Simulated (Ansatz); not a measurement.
## BaTiO3: how the free axis answers a strain

BaTiO3, Pm-3m, a = 4.019 Å. The structure is a Materials Project entry; whether it is the stable form wasn't checked. Ansatz: PBE, PAW, 420 eV, Γ-centred 8×8×8 mesh on 5 atoms, Gaussian smearing 0.02 eV; no spin polarisation. Series: biaxial strain in the a-b plane, c and atoms relaxed; x is the strain in per cent. y is the change of c in per cent of 4.019 Å.

```tsv
x (%)	y (%)
-3.0	?
-2.0	1.56
-1.0	0.76
0.0	0.00
1.0	-0.70
2.0	-1.37
3.0	-1.98
```

Problem. Fit y = c1 x + c2 x² to the other rows, say what c1 measures, and predict the missing y.

Solution. Least squares on the rows shown. y = −0.7321 x + 0.02405 x². With no stress along c, c1 = −2C12/C11 = -0.732. At x = -3.0 the fit asked for gives 2.41 %. The run gave 2.41 %, the same to the digits shown.

Symmetry holds off the tilts and polar distortions that many cubic perovskites undergo.